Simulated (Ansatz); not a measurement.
Crystal: Gd.

```
Gd
1.0
    -2.02500    2.02500    2.02500
     2.02500   -2.02500    2.02500
     2.02500    2.02500   -2.02500
Gd
1
Cartesian
  0.0000 0.0000 0.0000
```

This isn't the form of Gd at room conditions, which is hcp.

Base run:

| Property | Result |
| --- | --- |
| Program | Ansatz 0.2.0 |
| Functional | PBEsol |
| Potentials or basis | Ansatz PAW |
| Cutoff | 420 eV (not typed: the program's choice for these potentials) |
| k mesh | 8 × 8 × 8 |
| Occupations | fermi-dirac, width 0.05 eV |
| Spin | collinear spin, ferromagnetic start |
| Starting moments | [1.8] μB |
| Fixed moment | 1.8 μB |

Its results: pressure 0.1 GPa; site moments Gd +2.53 μB.

**Question.** After a change of settings the same cell gave: pressure -2.0 GPa; site moments Gd +6.95 μB. Which change was it?
A. fixed moment from 1.8 μB to 7 μB; moments at the start from [1.8] to [7.0]
B. fixed moment from 1.8 μB to 14 μB; moments at the start from [1.8] to [14.0]
C. fixed moment from 1.8 μB to 10.5 μB; moments at the start from [1.8] to [10.5]
D. fixed moment from 1.8 μB to 3.5 μB; moments at the start from [1.8] to [3.5]

**Answer.** A.

Caveats: the total moment is fixed, so each spin has its own Fermi level; the PAW data sets come from PBE, with cores solved anew for the run's functional, which leaves a small shift of forces and pressure; the thresholds are loose for stress.
